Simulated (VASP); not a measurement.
# GaP (R-3m) in VASP: further runs, part 2 of 2

VASP 6.6.1. Earlier steps stand in the parts before.

## (6) Single point, PBE

Contents of INCAR:

```
SYSTEM = GaP
ADDGRID = .FALSE. ; ALGO = Normal
EDIFF = 1E-4 ; ENCUT = 550
GGA = PE ; ISIF = 2
ISMEAR = 0 ; LASPH = .TRUE.
LCHARG = .FALSE. ; LREAL = .FALSE.
LWAVE = .FALSE. ; NELM = 100
PREC = Accurate ; SIGMA = 0.05
```

Contents of KPOINTS:

```
k-points
0
G
  6 6 6
  0 0 0
```

Contents of POSCAR:

```
GaP
1.0
    1.9430151755      1.1218003346      6.4308101003
   -1.9430151755      1.1218003346      6.4308101003
    0.0000000000     -2.2436006692      6.4308101003
Ga P
2 2
Direct
    0.5646280000      0.5646280000      0.5646280000
    0.4353720000      0.4353720000      0.4353720000
    0.9426110000      0.9426110000      0.9426110000
    0.0573890000      0.0573890000      0.0573890000
```

Potentials or basis: VASP PAW PBE potentials, release 64 (Ga_d, P).

Run with:

```bash
$ cat potpaw_PBE.64/Ga_d/POTCAR potpaw_PBE.64/P/POTCAR > POTCAR
$ mpirun -np 1 vasp_std > vasp.out
```

OUTCAR:

```text
SYSTEM = GaP
   EDIFF = 1E-4
   ENCUT = 550
   GGA = PE
   ISIF = 2
   ISMEAR = 0
   LASPH = .TRUE.
   LREAL = .FALSE.
   NELM = 100
   PREC = Accurate

 Found     32 irreducible k-points:

 Following reciprocal coordinates:
            Coordinates               Weight
  0.000000  0.000000  0.000000      1.000000
  0.166667  0.000000  0.000000      6.000000
  0.333333 -0.000000 -0.000000      6.000000
  0.500000  0.000000 -0.000000      3.000000
  0.166667  0.166667 -0.000000      6.000000
  0.333333  0.166667 -0.000000     12.000000
   k-points           NKPTS =     32   k-points in BZ     NKDIM =     32   number of bands    NBANDS=     22
   number of dos      NEDOS =    301   number of ions     NIONS =      4
   total plane-waves  NPLWV = 157464
   dimension x,y,z NGX =    54 NGY =   54 NGZ =   54
   dimension x,y,z NGXF=   108 NGYF=  108 NGZF=  108
   ions per type =               2   2
   NGX,Y,Z   is equivalent  to a cutoff of  13.18, 13.18, 13.18 a.u.
   NGXF,Y,Z  is equivalent  to a cutoff of  26.36, 26.36, 26.36 a.u.
 SYSTEM =  GaP
   PREC   = accura    normal or accurate (medium, high low for compatibility)
   ISTART =      0    job   : 0-new  1-cont  2-samecut
   ICHARG =      2    charge: 1-file 2-atom 10-const
   ISPIN  =      1    spin polarized calculation?
   LNONCOLLINEAR =      F non collinear calculations
   LSORBIT =      F    spin-orbit coupling
   LASPH  =      T    aspherical Exc in radial PAW
   ENCUT  =  550.0 eV  40.42 Ry    6.36 a.u.  13.02 13.02 13.02*2*pi/ulx,y,z
   NELM   =    100;   NELMIN=  2; NELMDL= -5     # of ELM steps
   EDIFF  = 0.1E-03   stopping-criterion for ELM
   LREAL  =      F    real-space projection
   EDIFFG = 0.1E-02   stopping-criterion for IOM
   NSW    =      0    number of steps for IOM
   IBRION =     -1    ionic relax: 0-MD 1-quasi-New 2-CG
[... 14 lines left out ...]
     AMIX     =   0.40;   BMIX     =  1.00
     AMIX_MAG =   1.60;   BMIX_MAG =  1.00
  volume/ion in A,a.u.               =      21.03       141.89
  Fermi-wavevector in a.u.,A,eV,Ry     =   1.233785  2.331515 20.711129  1.522225
  Thomas-Fermi vector in A             =   2.368501
   LORBIT       =      0    0 simple, 1 ext, 2 COOP (PROOUT), +10 PAW based schemes
   GGA     = PE    functional components
[... 5 lines left out ...]
 non-spin polarized calculation
 Gauss-broadening in eV      SIGMA  =   0.05
  energy-cutoff  :      550.00
  volume of cell :       84.10
 maximum number of plane-waves:      2487
 NGX is ok and might be reduce to    54
   NGX = 27   NGY = 27   NGZ = 27

 number of electron      36.0000008 magnetization

 Free energy of the ion-electron system (eV)
  ---------------------------------------------------
  ext. energy  EPLUGINS =         0.00000000
  ---------------------------------------------------
  free energy    TOTEN  =       -17.72345486 eV

  energy without entropy =      -17.72345486  energy(sigma->0) =      -17.72345486

 E-fermi :   4.8839     XC(G=0):  -9.6655

 val. band max:        4.6192508118   @ k =   0.0000   0.0000   0.0000
 cond. band min:       5.4540402915   @ k =   0.5000   0.5000   0.0000
 fundamental gap:      0.8347894797
 Fermi energy:         4.8839283324

 k-point     1 :       0.0000    0.0000    0.0000
  band No.  band energies     occupation
      1     -10.1433      2.00000
      2     -10.0171      2.00000
      3     -10.0171      2.00000
      4     -10.0027      2.00000
      5     -10.0027      2.00000
      6      -9.9515      2.00000
[... 14 lines left out ...]
     21       7.3665      0.00000
     22       8.2903      0.00000

 k-point     2 :       0.1667    0.0000    0.0000
  band No.  band energies     occupation
      1     -10.1379      2.00000
      2     -10.0474      2.00000
      3     -10.0174      2.00000
      4     -10.0143      2.00000
      5      -9.9918      2.00000
      6      -9.9563      2.00000
[... 14 lines left out ...]
     21       7.3838      0.00000
     22       9.0218      0.00000

 k-point     3 :       0.3333   -0.0000   -0.0000
  band No.  band energies     occupation
      1     -10.1304      2.00000
      2     -10.0965      2.00000
      3     -10.0397      2.00000
      4     -10.0110      2.00000
      5      -9.9701      2.00000
      6      -9.9665      2.00000
[... 14 lines left out ...]
     21       7.9210      0.00000
     22       9.4256      0.00000

 k-point     4 :       0.5000    0.0000   -0.0000
  band No.  band energies     occupation
      1     -10.1290      2.00000
      2     -10.1169      2.00000
      3     -10.0476      2.00000
      4     -10.0102      2.00000
      5      -9.9718      2.00000
      6      -9.9592      2.00000
[... 14 lines left out ...]
     21       8.2483      0.00000
     22       9.1095      0.00000

 k-point     5 :       0.1667    0.1667   -0.0000
  band No.  band energies     occupation
      1     -10.1377      2.00000
      2     -10.0432      2.00000
      3     -10.0204      2.00000
      4     -10.0157      2.00000
      5      -9.9915      2.00000
      6      -9.9562      2.00000
[... 14 lines left out ...]
     21       7.9514      0.00000
     22       8.6465      0.00000

 k-point     6 :       0.3333    0.1667   -0.0000
  band No.  band energies     occupation
      1     -10.1302      2.00000
      2     -10.0783      2.00000
      3     -10.0395      2.00000
      4     -10.0100      2.00000
      5      -9.9834      2.00000
      6      -9.9568      2.00000
[... 14 lines left out ...]
     21       8.2903      0.00000
     22       9.1171      0.00000

 [... further k-points ...]

------------------------ aborting loop because EDIFF is reached ----------------------------------------

  FORCE on cell =-STRESS in cart. coord.  units (eV):
  Direction    XX          YY          ZZ          XY          YZ          ZX
  --------------------------------------------------------------------------------------
  -------------------------------------------------------------------------------------
  Total       -0.0104593     -0.0104593     -0.0118485      0.0000000     -0.0000000     -0.0000000
  in kB       -0.1992524     -0.1992524     -0.2257179      0.0000000     -0.0000000     -0.0000000
  external PRESSURE =      -0.2080742 kB  Pullay stress =       0.0000000 kB

 VOLUME and BASIS-vectors are now :
 -----------------------------------------------------------------------------
  energy-cutoff  :      550.00
  volume of cell :       84.10
      direct lattice vectors                 reciprocal lattice vectors
     1.943015176  1.121800335  6.430810100     0.257332010  0.148570705  0.051833801
    -1.943015176  1.121800335  6.430810100    -0.257332010  0.148570705  0.051833801
     0.000000000 -2.243600669  6.430810100     0.000000000 -0.297141410  0.051833801

 POSITION                                       TOTAL-FORCE (eV/Angst)
 -----------------------------------------------------------------------------------
      0.00000      0.00000     10.89305         0.000000     -0.000000     -0.048228
      0.00000      0.00000      8.39938         0.000000     -0.000000      0.048228
      0.00000      0.00000     18.18526         0.000000      0.000000     -0.015780
      0.00000      0.00000      1.10717         0.000000     -0.000000      0.015780
 -----------------------------------------------------------------------------------
    total drift:                                0.000000      0.000000      0.000000

  FREE ENERGIE OF THE ION-ELECTRON SYSTEM (eV)
  ---------------------------------------------------
  free  energy   TOTEN  =       -17.7234548639 eV

  energy  without entropy=      -17.7234548639  energy(sigma->0) =      -17.72345486
```

stdout:

```text
POSCAR found type information on POSCAR GaP
 POSCAR found :  2 types and       4 ions
 scaLAPACK will be used
 LDA part: xc-table for (Slater+PW92), standard interpolation
 POSCAR, INCAR and KPOINTS ok, starting setup
 FFT: planning ... GRIDC
 FFT: planning ... GRID_SOFT
 FFT: planning ... GRID
 WAVECAR not read
 entering main loop
```

Wall time 1.8 min (1 thread of Intel Xeon Platinum 8488C (Sapphire Rapids), shared host); peak memory 0.4 GiB.

The run converged, but some of its settings lie outside the range that counts as converged, so its numbers aren't taken as properties of the crystal.

Results:

```
Free energy            : -17.7235 eV
Pressure               : 0.0 GPa
Largest force          : 0.048 eV/Å
Band gap on the k mesh : 0.83 eV, indirect (least direct gap 1.13 eV)
```

## (7) The reference run

An earlier run on the cell as given: functional PBE; potentials or basis VASP PAW PBE potentials, release 64 (Ga_d, P); cutoff 520 eV; k mesh 8 × 8 × 8; occupations fermi-dirac, width 0.05 eV; no spin polarisation.

- Pressure: 0.0 GPa
- Largest force: 0.054 eV/Å
- Band gap on the k mesh: 0.84 eV, indirect (least direct gap 1.13 eV)
